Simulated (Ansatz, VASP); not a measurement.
## One calculation of Br, two programs

Contents of INCAR:

```
SYSTEM = Br
PREC = Accurate ; ENCUT = 520
EDIFF = 1E-7 ; ISMEAR = -1
SIGMA = 0.05 ; LREAL = .False.
LASPH = .True. ; NELM = 60
ALGO = Normal ; ISIF = 2
LWAVE = .False. ; LCHARG = .True.
GGA = PS ; LELF = .True.
LVHAR = .True. ; NBANDS = 10
```

Contents of KPOINTS:

```
regular mesh
0
Gamma
  16 16 16
  0 0 0
```

POSCAR

```
Br
1.0
   -1.4455433895      1.4455433895      1.4455433895
    1.4455433895     -1.4455433895      1.4455433895
    1.4455433895      1.4455433895     -1.4455433895
Br
1
Direct
    0.0000000000      0.0000000000      0.0000000000
```

Input for Ansatz:

```yaml
crystal:
  lattice:
    - [-1.4455433895, 1.4455433895, 1.4455433895]
    - [1.4455433895, -1.4455433895, 1.4455433895]
    - [1.4455433895, 1.4455433895, -1.4455433895]
  atoms:
    - { symbol: Br, position: [0.0, 0.0, 0.0] }
kpoints:
  mp_grid: { grid: [16, 16, 16] }
scf:
  occupations: { method: fermi_dirac, width: 0.05 }
hamiltonian:
  xc: pbesol
  pseudopotentials: { kind: paw }
output:
  forces: true
  stress: true
  eigenvalues: true
  populations: true
```

Change from the starting cell: volume scaled by 0.5, PAW files.

Alike in both runs: task single point; functional PBEsol; k mesh 16 × 16 × 16; occupations fermi-dirac, width 0.05 eV; no spin polarisation.

|  | VASP | Ansatz |
| --- | --- | --- |
| version | VASP 6.6.1 | Ansatz 0.2.0 |
| potentials or method | VASP PAW PBE potentials, release 64 (Br) | PAW with Ansatz's default frozen-core files, scalar-relativistic |
| plane-wave cutoff (eV) | 520 | 420 |
| valence electrons in the cell | 7 | 7 |

Ansatz gave:

| Item | Value |
| --- | --- |
| pressure (GPa) | 151.9 |

Problem. Estimate VASP's values.

Solution. Pressure (GPa): 152.7.

The functional is the same, so the differences come from potentials, cutoffs and numerics.

Caveats: the cell as given lies far from equilibrium; so large a pressure means that the cell lies far from this level's equilibrium, or that cutoff or potentials fall short (VASP); the potentials were made for another functional, which shifts forces and pressure (VASP); an odd number of electrons without spin polarisation forces a metal; a magnetic or distorted state may lie lower.
